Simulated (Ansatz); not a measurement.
AlP (F-43m): G0W0 and the band count and response cutoff

```yaml
crystal:
  lattice:
    - [0.00000, 2.73150, 2.73150]
    - [2.73150, 0.00000, 2.73150]
    - [2.73150, 2.73150, 0.00000]
  atoms:
    - { symbol: Al, position: [0.00000, 0.00000, 0.00000] }
    - { symbol: P, position: [0.25000, 0.25000, 0.25000] }
```

Held fixed (Ansatz):

```
orbitals    : PBE
datasets    : soft PAW set, first generation
k mesh      : 6×6×6
frequencies : plasmon pole, fitted at the program's default frequency
q → 0 term  : analytic weight of Carrier, Rohra and Görling
band sums   : cut at the band count
```

The gap is read from Γ to X, linearised, between the Kohn-Sham band edges among the points solved. The direct gap is read between the top filled and lowest empty Kohn-Sham band at Γ. ε∞ is the electronic dielectric constant on this mesh. Wave cutoffs: 420, 420, 420, 420 eV in the order of the series.

| bands, response cutoff | KS gap (eV) | G0W0 gap (eV) | direct at Γ (eV) | ε∞ |
| --- | --- | --- | --- | --- |
| 201 empty bands, 113.3 eV | 1.58 | 2.26 | 4.21 | 8.3 |
| 288 empty bands, 143.3 eV | 1.58 | 2.29 | 4.23 | 8.3 |
| 407 empty bands, 180 eV | 1.58 | 2.32 | 4.24 | 8.3 |
| 766 empty bands, 280 eV | 1.58 | ? | ? | ? |

Task: Fill in the row for 766 empty bands, 280 eV.

Result: G0W0 gap 2.34 eV, direct at Γ 4.25 eV, ε∞ 8.3.

Soft PAW datasets can miss an all-electron G0W0 gap by more than 5 %. Band sums or response are cut, so the gap isn't at its basis limit. The gap is read among the points solved; the crystal's band edges can lie elsewhere.
